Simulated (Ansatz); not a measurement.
# Dielectric response of CaSe (001) films, part 3 of 4

Wanted: ε of rocksalt CaSe (001) by finite fields on slabs, and the band edges against the vacuum where run.

Ansatz 0.2.0; plane-wave DFT, PBEsol, Ansatz PAW.

So far, gap on the k-mesh (eV): step 2 (relaxation, 6 atoms, units 3) 2.15; step 7 (field on, atoms free, 6 atoms, field 0.05 V/Å) 2.15; step 8 (field on, atoms free, 6 atoms, field -0.05 V/Å) 2.15; step 10 (relaxing the film, 10 atoms, units 5) 2.04; step 11 (single point on the relaxed film, 10 atoms, units 5) 2.04.

## 12. Atoms held, 10 atoms, units 5, field 0.1 V/Å

The input, input.yaml:

```yaml
crystal:
  lattice:
    - [4.18607214, 0.0, 0.0]
    - [0.0, 4.18607214, 0.0]
    - [0.0, 0.0, 29.84]
  atoms:
    - { symbol: Ca, position: [0.5, 0.5, 0.3068088137] }
    - { symbol: Se, position: [0.0, 0.0, 0.3023727792] }
    - { symbol: Ca, position: [0.0, 0.0, 0.401226343] }
    - { symbol: Se, position: [0.5, 0.5, 0.4024461648] }
    - { symbol: Ca, position: [0.5, 0.5, 0.4999999997] }
    - { symbol: Se, position: [0.0, 0.0, 0.4999999986] }
    - { symbol: Ca, position: [0.0, 0.0, 0.5987736606] }
    - { symbol: Se, position: [0.5, 0.5, 0.597553834] }
    - { symbol: Ca, position: [0.5, 0.5, 0.6931911891] }
    - { symbol: Se, position: [0.0, 0.0, 0.6976272173] }
kpoints:
  mp_grid: { grid: [6, 6, 1] }
hamiltonian:
  xc: pbesol
scf:
  occupations: { method: fixed }
  convergence: { dr2_threshold: 1.0e-10 }
efield:
  axis: 3
  dipole_correction: true
  ramp_position: 0.97
  ramp_width: 0.06
  amplitude: 0.1
output:
  write_potential: true
  write_density: true
  volumetric_format: npy
```

Run with:

```sh
$ ansatz run input.yaml --threads 4 --pin off --max-ram 8192MiB --backend cpu --events-out ev --progress --plain --runs-dir out
```

Numbers of over 12 decimals in the logs are rounded to 6 here.

The log of the run:

```text
[...]
Crystal: 10 atoms, lattice volume = 522.892 Å³
Basis set: ecut = 420 eV, 10107 PW (Γ)
Bands: 78, of which v1, the nominal top of the filled ones, is band 65 counted from 1 (64 counted from 0)
Symmetry: 8 space group operations
k-points: 10 of 36
[...]
k-point 0: bands = [... 61 lower, 0.8599, 0.8599, 1.0502, 1.0502, 3.0485, 3.3044, 3.7426, 4.0202, ... 9 higher]
  k-point 1: bands = [... 61 lower, 0.4462, 0.6255, 0.6731, 0.7924, 3.6977, 3.9086, 4.2171, 4.3695, ... 9 higher]
  k-point 2: bands = [... 61 lower, 0.1762, 0.2140, 0.3187, 0.3921, 4.5406, 4.7712, 4.9623, 5.0225, ... 9 higher]
  k-point 9: bands = [... 61 lower, -0.0118, -0.0118, 0.3469, 0.5774, 3.2592, 3.2592, 4.0478, 4.0478, ... 9 higher]
[key lines of the parts left out:]
SCF converged after 13 iterations
Free energy (F): -36109.219084 eV
Fermi energy:    1.050230 eV
Dipole field:    D = 0.042497 V/Å  (p = 0.122804 e·Å, saw-weighted, corrected)
```

Run time: 18 s. Hardware: 4 threads of Arm Neoverse V1, shared host; peak memory 1.2 GiB.

The dipole is 0.123 e·Å, and the gap on the mesh 1.998 eV.

## 13. Atoms held, 10 atoms, units 5, field -0.1 V/Å

Changes to input.yaml since step 12:

```diff
@@ -28,3 +28,3 @@
   ramp_width: 0.06
-  amplitude: 0.1
+  amplitude: -0.1
 output:
```

The log of the run:

```text
[...]
Crystal: 10 atoms, lattice volume = 522.892 Å³
Basis set: ecut = 420 eV, 10107 PW (Γ)
Bands: 78, of which v1, the nominal top of the filled ones, is band 65 counted from 1 (64 counted from 0)
Symmetry: 8 space group operations
k-points: 10 of 36
[...]
k-point 0: bands = [... 61 lower, 0.8599, 0.8599, 1.0502, 1.0502, 3.0485, 3.3044, 3.7426, 4.0202, ... 9 higher]
  k-point 1: bands = [... 61 lower, 0.4462, 0.6255, 0.6731, 0.7924, 3.6977, 3.9086, 4.2171, 4.3695, ... 9 higher]
  k-point 2: bands = [... 61 lower, 0.1762, 0.2140, 0.3187, 0.3921, 4.5406, 4.7712, 4.9623, 5.0225, ... 9 higher]
  k-point 9: bands = [... 61 lower, -0.0118, -0.0118, 0.3469, 0.5774, 3.2592, 3.2592, 4.0478, 4.0478, ... 9 higher]
[key lines of the parts left out:]
SCF converged after 13 iterations
Free energy (F): -36109.219084 eV
Fermi energy:    1.050231 eV
Dipole field:    D = -0.042497 V/Å  (p = -0.122803 e·Å, saw-weighted, corrected)
```

The job ended after 18 s (4 threads; peak memory 1.2 GiB; 72 s of CPU time).

The dipole is -0.123 e·Å, and the gap on the mesh 1.998 eV.

## 14. Response with the atoms held, 10 atoms, units 5

This step: plane-wave DFT, PBEsol, Ansatz PAW; response to a field along the normal, atoms held (Ansatz 0.2.0).

Local field over the applied field, running mean. From the potentials at -0.1 and 0.1 V/Å; running mean over 2.96 Å, taken twice. Local field over applied field against z:

```csv
z (Å),local field over applied field
5,0.965
6,0.865
7,0.668
8,0.427
9,0.246
10,0.167
11,0.162
12,0.169
13,0.173
14,0.172
15,0.171
16,0.172
17,0.173
18,0.168
19,0.161
20,0.173
21,0.268
22,0.464
23,0.705
24,0.888
25,0.973
```

The induced dipole is that of a conductor 12.68 Å thick.

## 15. Relaxing in the field, 10 atoms, units 5, field 0.05 V/Å

This step: plane-wave DFT, PBEsol, Ansatz PAW (Ansatz 0.2.0).

The same pair of relaxations in the field for this thickness.

Changes to input.yaml since step 13:

```diff
@@ -28,3 +28,6 @@
   ramp_width: 0.06
-  amplitude: -0.1
+  amplitude: 0.05
+relax:
+  f_tol: 0.0006
+  max_steps: 70
 output:
```

The log of the run:

```text
[...]
Crystal: 10 atoms, lattice volume = 522.892 Å³
Basis set: ecut = 420 eV, 10107 PW (Γ), exchange–correlation on 60×60×400 points (8 copies of the dense FFT grid, shifted against one another)
Bands: 78, of which v1, the nominal top of the filled ones, is band 65 counted from 1 (64 counted from 0)
Symmetry: 8 space group operations
k-points: 10 of 36
[...]
- { symbol: Se, position: [0, 0.0, 0.302262] }
    - { symbol: Ca, position: [0, 0.0, 0.401260] }
    - { symbol: Se, position: [0.5, 0.5, 0.402428] }
    - { symbol: Ca, position: [0.5, 0.5, 0.500069] }
    - { symbol: Se, position: [0, 0.0, 0.499940] }
    - { symbol: Ca, position: [0, 0.0, 0.598816] }
    - { symbol: Se, position: [0.5, 0.5, 0.597535] }
    - { symbol: Ca, position: [0.5, 0.5, 0.693278] }
    - { symbol: Se, position: [0, 0.0, 0.697524] }
[key lines of the parts left out:]
SCF converged after 5 iterations
Free energy (F): -36109.214613 eV
Fermi energy:    1.021315 eV
Dipole field:    D = 0.023819 V/Å  (p = 0.068829 e·Å, saw-weighted, corrected)
```

Elapsed: 39 s, on 4 threads; peak memory 1.2 GiB.

Hardly anything moved in the relaxation; the energy changed by under 0.2 meV an atom.

The relaxation took 4 steps and lowered the energy by 1.9e-4 eV; the largest force on the free atoms ends at 1.5e-4 eV/Å.

The dipole is 0.0688 e·Å, and the gap on the mesh 2.039 eV.

## 16. Field on, atoms free, 10 atoms, units 5, field -0.05 V/Å

The opposite sign, again from the field-free geometry; the difference of the two cancels what relaxes without a field.

Changes to input.yaml since step 15:

```diff
@@ -28,3 +28,3 @@
   ramp_width: 0.06
-  amplitude: 0.05
+  amplitude: -0.05
 relax:
```

The log of the run:

```text
[...]
Crystal: 10 atoms, lattice volume = 522.892 Å³
Basis set: ecut = 420 eV, 10107 PW (Γ), exchange–correlation on 60×60×400 points (8 copies of the dense FFT grid, shifted against one another)
Bands: 78, of which v1, the nominal top of the filled ones, is band 65 counted from 1 (64 counted from 0)
Symmetry: 8 space group operations
k-points: 10 of 36
[...]
- { symbol: Se, position: [0, 0.0, 0.302476] }
    - { symbol: Ca, position: [0, 0.0, 0.401184] }
    - { symbol: Se, position: [0.5, 0.5, 0.402465] }
    - { symbol: Ca, position: [0.5, 0.5, 0.499931] }
    - { symbol: Se, position: [0, 0.0, 0.500060] }
    - { symbol: Ca, position: [0, 0.0, 0.598740] }
    - { symbol: Se, position: [0.5, 0.5, 0.597572] }
    - { symbol: Ca, position: [0.5, 0.5, 0.693111] }
    - { symbol: Se, position: [0, 0.0, 0.697738] }
[key lines of the parts left out:]
SCF converged after 5 iterations
Free energy (F): -36109.214613 eV
Fermi energy:    1.021315 eV
Dipole field:    D = -0.023819 V/Å  (p = -0.068829 e·Å, saw-weighted, corrected)
```

Run time: 39 s. Hardware: 4 threads; peak memory 1.2 GiB.

Hardly anything moved in the relaxation; the energy changed by under 0.2 meV an atom.

The relaxation took 4 steps and lowered the energy by 1.9e-4 eV; the largest force on the free atoms ends at 1.5e-4 eV/Å.

The dipole is -0.0688 e·Å, and the gap on the mesh 2.039 eV.

## 17. Response with the atoms relaxed, 10 atoms, units 5

This step: plane-wave DFT, PBEsol, Ansatz PAW; response to a field along the normal, atoms relaxed (Ansatz 0.2.0).

Local field over the applied field, running mean. From the potentials at -0.05 and 0.05 V/Å; running mean over 2.96 Å, taken twice. The local field over applied field by z:

```csv
z (Å),local field over applied field
5,0.959
6,0.853
7,0.621
8,0.344
9,0.126
10,0.0460
11,0.0617
12,0.0918
13,0.101
14,0.0870
15,0.0740
16,0.0880
17,0.0996
18,0.0852
19,0.0597
20,0.0518
21,0.159
22,0.383
23,0.663
24,0.874
25,0.970
```

The induced dipole is that of a conductor 14.22 Å thick.

## 18. Relaxing the film, 16 atoms, units 8

This step: plane-wave DFT, PBEsol, Ansatz PAW (Ansatz 0.2.0).

System of this step: CaSe (001), 8 units. The cell holds 16 atoms: 8 Ca and 8 Se. Cell: a = 4.186 Å, b = 4.186 Å, c = 38.720 Å, α = 90.0°, β = 90.0°, γ = 90.0°. It derives from CaSe (rocksalt CaSe). Vacuum lies along c.

The next thickness, treated alike, so that differences show the interior and the faces cancel.

The input, input.yaml:

```yaml
crystal:
  lattice:
    - [4.18607214, 0.0, 0.0]
    - [0.0, 4.18607214, 0.0]
    - [0.0, 0.0, 38.72]
  atoms:
    - { symbol: Ca, position: [0.5, 0.5, 0.2324380165] }
    - { symbol: Se, position: [0.0, 0.0, 0.2324380165] }
    - { symbol: Ca, position: [0.0, 0.0, 0.3088842975] }
    - { symbol: Se, position: [0.5, 0.5, 0.3088842975] }
    - { symbol: Ca, position: [0.5, 0.5, 0.3853305785] }
    - { symbol: Se, position: [0.0, 0.0, 0.3853305785] }
    - { symbol: Ca, position: [0.0, 0.0, 0.4617768595] }
    - { symbol: Se, position: [0.5, 0.5, 0.4617768595] }
    - { symbol: Ca, position: [0.5, 0.5, 0.5382231405] }
    - { symbol: Se, position: [0.0, 0.0, 0.5382231405] }
    - { symbol: Ca, position: [0.0, 0.0, 0.6146694215] }
    - { symbol: Se, position: [0.5, 0.5, 0.6146694215] }
    - { symbol: Ca, position: [0.5, 0.5, 0.6911157025] }
    - { symbol: Se, position: [0.0, 0.0, 0.6911157025] }
    - { symbol: Ca, position: [0.0, 0.0, 0.7675619835] }
    - { symbol: Se, position: [0.5, 0.5, 0.7675619835] }
kpoints:
  mp_grid: { grid: [6, 6, 1] }
hamiltonian:
  xc: pbesol
scf:
  occupations: { method: fixed }
  convergence: { dr2_threshold: 1.0e-09 }
efield:
  axis: 3
  dipole_correction: true
  ramp_position: 0.97
  ramp_width: 0.06
relax:
  f_tol: 0.003
  max_steps: 100
output:
  write_potential: true
  write_density: true
  volumetric_format: npy
```

The log of the run:

```text
[...]
Crystal: 16 atoms, lattice volume = 678.498 Å³
Basis set: ecut = 420 eV, 13137 PW (Γ), exchange–correlation on 60×60×540 points (8 copies of the dense FFT grid, shifted against one another)
Bands: 125, of which v1, the nominal top of the filled ones, is band 104 counted from 1 (103 counted from 0)
Symmetry: 8 space group operations
k-points: 10 of 36
[...]
- { symbol: Ca, position: [0.5, 0.5, 0.537872] }
    - { symbol: Se, position: [0, 0.0, 0.537703] }
    - { symbol: Ca, position: [0, 0.0, 0.613141] }
    - { symbol: Se, position: [0.5, 0.5, 0.613516] }
    - { symbol: Ca, position: [0.5, 0.5, 0.689539] }
    - { symbol: Se, position: [0, 0.0, 0.688458] }
    - { symbol: Ca, position: [0, 0.0, 0.762195] }
    - { symbol: Se, position: [0.5, 0.5, 0.765675] }
[key lines of the parts left out:]
SCF converged after 6 iterations
Free energy (F): -57775.323480 eV
Fermi energy:    2.382356 eV
Dipole field:    D = 0.000001 V/Å  (p = 0.000003 e·Å, saw-weighted, corrected)
Work function:   Φ+ = 4.7740 eV   Φ− = 4.7740 eV
```

Run time: 2.2 min. Hardware: 4 threads; peak memory 2 GiB; 8.6 min of CPU time.

Relaxation path:

```csv
step,energy less that of the first step (eV),largest force component (eV/Å)
1,0.0000,0.4742
2,-0.0343,0.3073
3,-0.0742,0.0419
4,-0.0748,0.0045
5,-0.0748,0.0011
```

The run keeps the 8 symmetry operations that it works with, so distortions that break them were not tested.

The atoms that moved most (Å):

```csv
atom,dx,dy,dz,length
Ca1,0.000,0.000,0.208,0.208
Ca15,0.000,0.000,-0.208,0.208
Se4,0.000,0.000,0.103,0.103
Se14,0.000,0.000,-0.103,0.103
Se2,0.000,0.000,0.073,0.073
Se16,0.000,0.000,-0.073,0.073
Ca3,0.000,0.000,0.061,0.061
Ca13,0.000,0.000,-0.061,0.061
```

The relaxed structure:

```cif
data_structure
_symmetry_space_group_name_H-M 'P 1'
_symmetry_Int_Tables_number 1
_cell_length_a 4.1861
_cell_length_b 4.1861
_cell_length_c 38.7200
_cell_angle_alpha 90.000
_cell_angle_beta 90.000
_cell_angle_gamma 90.000
_cell_volume 678.50
loop_
_atom_site_label
_atom_site_type_symbol
_atom_site_fract_x
_atom_site_fract_y
_atom_site_fract_z
_atom_site_occupancy
Ca1 Ca 0.50000 0.50000 0.23781 1
Se2 Se 0.00000 0.00000 0.23432 1
Ca3 Ca 0.00000 0.00000 0.31046 1
Se4 Se 0.50000 0.50000 0.31154 1
Ca5 Ca 0.50000 0.50000 0.38686 1
Se6 Se 0.00000 0.00000 0.38648 1
Ca7 Ca 0.00000 0.00000 0.46213 1
Se8 Se 0.50000 0.50000 0.46230 1
Ca9 Ca 0.50000 0.50000 0.53787 1
Se10 Se 0.00000 0.00000 0.53770 1
Ca11 Ca 0.00000 0.00000 0.61314 1
Se12 Se 0.50000 0.50000 0.61352 1
Ca13 Ca 0.50000 0.50000 0.68954 1
Se14 Se 0.00000 0.00000 0.68846 1
Ca15 Ca 0.00000 0.00000 0.76219 1
Se16 Se 0.50000 0.50000 0.76568 1
```

Running mean over 2.96 Å of the planar mean; the ramp of the sawtooth is left out. The electron's electrostatic potential energy less the highest filled level by z:

z (Å), electron's electrostatic potential energy less the highest filled level (eV) and a bar from the least value:
```
        4       4.77 ##############################
        5       4.77 ##############################
        6       4.70 ##############################
        7       3.74 ##########################
        8      -0.15 ##########
        9      -2.04 ##
       10      -2.28 #
       11      -2.41 
       12      -2.18 #
       13      -2.22 #
       14      -2.21 #
       15      -2.14 #
       16      -2.26 #
       17      -2.25 #
       18      -2.15 #
       19      -2.26 #
       20      -2.22 #
       21      -2.16 #
       22      -2.29 #
       23      -2.21 #
       24      -2.14 #
       25      -2.22 #
       26      -2.19 #
       27      -2.20 #
       28      -2.49 
       29      -2.19 #
       30      -1.88 ###
       31       1.05 ###############
       32       4.27 ############################
       33       4.74 ##############################
       34       4.77 ##############################
       35       4.77 ##############################
```

The relaxation took 5 steps and lowered the energy by 0.075 eV; the largest force on the free atoms ends at 0.0011 eV/Å.

The gap is 1.98 eV, with the valence edge 4.77 eV and the conduction edge 2.79 eV under the upper vacuum level.

## 19. Side by side

Times are for 4 threads of Arm Neoverse V1, shared host. The series side by side:

```csv
no.,units,gap by band count (eV),"ionisation energy, upper face (eV)","electron affinity, upper face (eV)",time,memory (GiB)
1,3,2.152,4.781,2.629,21 s,0.79
2,5,2.042,4.788,2.746,50 s,1.2
3,8,1.979,4.774,2.795,2.2 min,2.0
```

The runs together. Table of valence density, planar mean by z:

```csv
z (Å),3 (e/Å³),5 (e/Å³),8 (e/Å³)
5.0,4.6e-5,4.1e-5,3.6e-5
5.5,1.7e-4,1.5e-4,1.3e-4
6.0,5.8e-4,5.5e-4,4.8e-4
6.5,0.00216,0.00199,0.00174
7.0,0.00783,0.00723,0.00628
7.5,0.0287,0.0267,0.0234
8.0,0.107,0.0988,0.0870
8.5,0.478,0.433,0.369
9.0,1.56,1.52,1.44
9.5,0.622,0.688,0.792
10.0,0.150,0.166,0.191
10.5,0.0787,0.0791,0.0798
11.0,0.147,0.139,0.124
11.5,0.614,0.557,0.476
12.0,1.55,1.54,1.49
12.5,0.484,0.551,0.658
13.0,0.122,0.131,0.148
13.5,0.0801,0.0790,0.0789
14.0,0.186,0.163,0.142
14.5,0.766,0.704,0.597
15.0,1.48,1.49,1.52
15.5,0.368,0.432,0.512
16.0,0.0848,0.113,0.126
16.5,0.0234,0.0821,0.0793
17.0,0.00639,0.195,0.171
17.5,0.00173,0.896,0.748
18.0,4.8e-4,1.34,1.47
18.5,1.3e-4,0.345,0.401
19.0,4.3e-5,0.101,0.110
19.5,9.1e-6,0.0885,0.0835
20.0,-1.9e-6,0.262,0.207
20.5,7.2e-6,1.03,0.948
21.0,0,1.23,1.32
21.5,-5.4e-6,0.257,0.314
22.0,6.0e-6,0.0648,0.0967
22.5,0,0.0178,0.0890
23.0,-6.1e-6,0.00482,0.257
23.5,5.5e-6,0.00131,1.13
```

## 20. The relaxed film, single point, 16 atoms, units 8

The next thickness, treated alike, so that differences show the interior and the faces cancel.

The input, input.yaml:

```yaml
crystal:
  lattice:
    - [4.18607214, 0.0, 0.0]
    - [0.0, 4.18607214, 0.0]
    - [0.0, 0.0, 38.72]
  atoms:
    - { symbol: Ca, position: [0.5, 0.5, 0.2378050435] }
    - { symbol: Se, position: [0.0, 0.0, 0.2343247269] }
    - { symbol: Ca, position: [0.0, 0.0, 0.3104611315] }
    - { symbol: Se, position: [0.5, 0.5, 0.3115416461] }
    - { symbol: Ca, position: [0.5, 0.5, 0.3868593969] }
    - { symbol: Se, position: [0.0, 0.0, 0.3864836223] }
    - { symbol: Ca, position: [0.0, 0.0, 0.4621278945] }
    - { symbol: Se, position: [0.5, 0.5, 0.4622968595] }
    - { symbol: Ca, position: [0.5, 0.5, 0.5378721069] }
    - { symbol: Se, position: [0.0, 0.0, 0.537703131] }
    - { symbol: Ca, position: [0.0, 0.0, 0.6131406055] }
    - { symbol: Se, position: [0.5, 0.5, 0.6135163725] }
    - { symbol: Ca, position: [0.5, 0.5, 0.6895388726] }
    - { symbol: Se, position: [0.0, 0.0, 0.6884583542] }
    - { symbol: Ca, position: [0.0, 0.0, 0.7621949601] }
    - { symbol: Se, position: [0.5, 0.5, 0.765675276] }
kpoints:
  mp_grid: { grid: [6, 6, 1] }
hamiltonian:
  xc: pbesol
scf:
  occupations: { method: fixed }
  convergence: { dr2_threshold: 1.0e-09 }
efield:
  axis: 3
  dipole_correction: true
  ramp_position: 0.97
  ramp_width: 0.06
output:
  eigenvalues: true
  dos: { projected: true, e_range: [-7, 7] }
  write_potential: true
  write_density: true
  volumetric_format: npy
checkpoint:
  write: end8.run
  compress: false
  write_wavefunctions: false
```

The log of the run:

```text
[...]
Crystal: 16 atoms, lattice volume = 678.498 Å³
Basis set: ecut = 420 eV, 13137 PW (Γ)
Bands: 125, of which v1, the nominal top of the filled ones, is band 104 counted from 1 (103 counted from 0)
Symmetry: 8 space group operations
k-points: 10 of 36
[...]
k-point 0: bands = [... 100 lower, 2.3002, 2.3002, 2.3823, 2.3823, 4.3618, 4.4717, 4.6517, 4.9161, ... 17 higher]
  k-point 1: bands = [... 100 lower, 1.9455, 2.0492, 2.0903, 2.0946, 5.0237, 5.1139, 5.2586, 5.4658, ... 17 higher]
  k-point 2: bands = [... 100 lower, 1.5930, 1.5931, 1.6441, 1.6477, 5.9960, 6.0123, 6.2694, 6.3072, ... 17 higher]
  k-point 9: bands = [... 100 lower, 1.3989, 1.3989, 1.8158, 1.8158, 4.4743, 4.4743, 4.8792, 4.8792, ... 17 higher]
[key lines of the parts left out:]
SCF converged after 10 iterations
Free energy (F): -57775.323448 eV
Fermi energy:    2.382345 eV
Dipole field:    D = -0.000003 V/Å  (p = -0.000013 e·Å, saw-weighted, corrected)
Work function:   Φ+ = 4.7741 eV   Φ− = 4.7739 eV
```

It took 48 s on 4 threads; peak memory 2.2 GiB; 3.2 min of CPU time.

Running mean over 2.96 Å of the planar mean; the ramp of the sawtooth is left out. The electron's electrostatic potential energy less the highest filled level by z:

```csv
z (Å),electron's electrostatic potential energy less the highest filled level (eV)
4,4.77
6,4.70
8,-0.154
10,-2.28
12,-2.18
14,-2.21
16,-2.26
18,-2.15
20,-2.22
22,-2.29
24,-2.14
26,-2.19
28,-2.49
30,-1.88
32,4.27
34,4.77
```

The gap is 1.98 eV, with the valence edge 4.77 eV and the conduction edge 2.79 eV under the upper vacuum level.

## 21. Single point, 16 atoms, units 8, field 0.1 V/Å

Changes to input.yaml since step 20:

```diff
@@ -28,3 +28,3 @@
   occupations: { method: fixed }
-  convergence: { dr2_threshold: 1.0e-09 }
+  convergence: { dr2_threshold: 1.0e-10 }
 efield:
@@ -34,5 +34,4 @@
   ramp_width: 0.06
+  amplitude: 0.1
 output:
-  eigenvalues: true
-  dos: { projected: true, e_range: [-7, 7] }
   write_potential: true
@@ -40,5 +39 @@
   volumetric_format: npy
-checkpoint:
-  write: end8.run
-  compress: false
-  write_wavefunctions: false
```

The log of the run:

```text
[...]
Crystal: 16 atoms, lattice volume = 678.498 Å³
Basis set: ecut = 420 eV, 13137 PW (Γ)
Bands: 125, of which v1, the nominal top of the filled ones, is band 104 counted from 1 (103 counted from 0)
Symmetry: 8 space group operations
k-points: 10 of 36
[...]
k-point 0: bands = [... 100 lower, 2.2878, 2.2878, 2.4695, 2.4695, 4.3108, 4.4799, 4.6658, 4.9215, ... 17 higher]
  k-point 1: bands = [... 100 lower, 1.9288, 2.0251, 2.1260, 2.2112, 4.9634, 5.1199, 5.2745, 5.4624, ... 17 higher]
  k-point 2: bands = [... 100 lower, 1.5575, 1.5717, 1.7386, 1.8119, 5.8140, 6.1728, 6.2110, 6.2558, ... 17 higher]
  k-point 9: bands = [... 100 lower, 1.4349, 1.4349, 1.6517, 1.9833, 4.4541, 4.4541, 4.8846, 4.8846, ... 17 higher]
[key lines of the parts left out:]
SCF converged after 13 iterations
Free energy (F): -57775.333108 eV
Fermi energy:    2.469548 eV
Dipole field:    D = 0.051527 V/Å  (p = 0.193207 e·Å, saw-weighted, corrected)
```

The job ended after 50 s (4 threads; peak memory 2.1 GiB).

The dipole is 0.193 e·Å, and the gap on the mesh 1.841 eV.

(Part 3 of 4 ends here.)

[Logs are printed without paths, hosts, clocks, repeated set-up lines and the standing remarks that a program may print on its own settings, such as how far it seeks lower states.]

[Hosts, paths, dates, database ids (printed as entryN), source tags and the programs' standing remarks are cut or masked in the printed files.]

[Maps of the electrostatic potential energy from Ansatz leave out the sawtooth potential of an applied field or a dipole correction, so their vacuum need not be flat; planar profiles and work functions include it.]
